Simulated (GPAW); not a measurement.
CdTe, 2 atoms in the cell. It takes space group F-43m (No. 216, cubic). Conventional cell: a = 6.410 Å, b = 6.410 Å, c = 6.410 Å, α = 90.00°, β = 90.00°, γ = 90.00°. Te (site symmetry -43m) is surrounded by 4 Cd at 2.78 Å. Cd (site symmetry -43m) is surrounded by 4 Te at 2.78 Å. 

```yaml
Program: GPAW 26.7.0
Task: equation of state
Functional: BLYP
Dispersion: D3(BJ)
Potentials_or_basis: PAW data sets generated in the run's folder for this functional
Cutoff: 600 eV
Basis: pw
k_mesh: 6 × 6 × 6
Occupations: fermi-dirac, width 0.05 eV
Spin: no spin polarisation
Eigensolver: davidson
Maxiter: 150
Eos_scales: "[0.94, 0.96, 0.98, 1.0, 1.02, 1.04, 1.06]"
```

Potentials or basis: PAW data sets generated in the run's folder for this functional, pw.

Run with:

```sh
$ gpaw-setup -f BLYP Cd Te
$ OMP_NUM_THREADS=1 python run.py
```

Hardware: 1 thread of Arm Neoverse V1 (shared host).

**Question.** How long does it take, and how much memory?

**Answer.** Run time: 93 s on 1 thread of Arm Neoverse V1 (shared host), peak memory 0.29 GiB. Counts: scf iterations 70, plane waves 2126, bands 18, k points 16.
